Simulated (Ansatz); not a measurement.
Density of states of AgCl

```
Ag Cl
1.0
     0.00000    2.80520    2.80520
     2.80520    0.00000    2.80520
     2.80520    2.80520    0.00000
Ag Cl
1 1
Direct
  0.00000 0.00000 0.00000
  0.50000 0.50000 0.50000
```

The structure comes from a relaxation in the same program, started in the rocksalt type, and has space group Fm-3m. Whether it is a known phase or the ground state wasn't checked.

Method: DFT, PBE, all-electron LAPW, scalar-relativistic in Ansatz 0.2.0.

Numerical set-up: a Γ-centred 12×12×12 k mesh, Fermi–Dirac smearing of 0.08 eV, basis error target 0.5 meV/atom, no spin polarisation.

Where is the centre of the filled Ag 4d states between -13 eV and the top of the filled states?

-2.08 eV from the valence-band top.

Tabulate the density of states.

States per eV and cell, averaged over 0.4 eV, from -5.0 to 3.6 eV, with energies (bin centres) from the valence-band top; empty bins are left out. The partial columns, the largest 3 alone, are projections on Löwdin-orthogonalised atomic shells (those that the program's projection atoms carry: the occupied ones and, for some elements, an empty d or f shell; other empty shells have no column), summed over atoms of an element. Weights on diffuse s and p shells depend on that basis and aren't pure angular character.
```json
{"E (eV)": "-4.9", "total": "0.43", "Ag 4d": "0.06", "Cl 3p": "0.28", "Ag 5s": "0.08"}
{"E (eV)": "-4.5", "total": "2.67", "Ag 4d": "0.48", "Cl 3p": "1.80", "Ag 5s": "0.38"}
{"E (eV)": "-4.1", "total": "2.54", "Ag 4d": "0.69", "Cl 3p": "1.69", "Ag 5s": "0.13"}
{"E (eV)": "-3.7", "total": "6.01", "Ag 4d": "2.24", "Cl 3p": "3.67", "Ag 5s": "0.04"}
{"E (eV)": "-3.3", "total": "2.54", "Ag 4d": "0.91", "Cl 3p": "1.59", "Ag 5s": "0.02"}
{"E (eV)": "-2.9", "total": "0.76", "Ag 4d": "0.30", "Cl 3p": "0.45", "Ag 5s": "0.00"}
{"E (eV)": "-2.5", "total": "1.13", "Ag 4d": "1.03", "Cl 3p": "0.09", "Ag 5s": "0.00"}
{"E (eV)": "-2.1", "total": "9.19", "Ag 4d": "8.91", "Cl 3p": "0.23", "Ag 5s": "0.02"}
{"E (eV)": "-1.7", "total": "7.05", "Ag 4d": "5.76", "Cl 3p": "1.10", "Ag 5s": "0.13"}
{"E (eV)": "-1.3", "total": "2.47", "Ag 4d": "1.61", "Cl 3p": "0.76", "Ag 5s": "0.06"}
{"E (eV)": "-0.9", "total": "2.24", "Ag 4d": "1.29", "Cl 3p": "0.86", "Ag 5s": "0.05"}
{"E (eV)": "-0.5", "total": "2.01", "Ag 4d": "1.07", "Cl 3p": "0.90", "Ag 5s": "0.01"}
{"E (eV)": "-0.1", "total": "0.97", "Ag 4d": "0.49", "Cl 3p": "0.47", "Ag 5s": "0.00"}
{"E (eV)": "1.1", "total": "0.01", "Ag 4d": "0.00", "Cl 3p": "0.00", "Ag 5s": "0.01"}
{"E (eV)": "1.5", "total": "0.04", "Ag 4d": "0.00", "Cl 3p": "0.00", "Ag 5s": "0.03"}
{"E (eV)": "1.9", "total": "0.07", "Ag 4d": "0.00", "Cl 3p": "0.01", "Ag 5s": "0.05"}
{"E (eV)": "2.3", "total": "0.11", "Ag 4d": "0.00", "Cl 3p": "0.02", "Ag 5s": "0.07"}
{"E (eV)": "2.7", "total": "0.29", "Ag 4d": "0.00", "Cl 3p": "0.04", "Ag 5s": "0.22"}
{"E (eV)": "3.1", "total": "0.52", "Ag 4d": "0.00", "Cl 3p": "0.07", "Ag 5s": "0.39"}
{"E (eV)": "3.5", "total": "0.83", "Ag 4d": "0.01", "Cl 3p": "0.14", "Ag 5s": "0.59"}
```
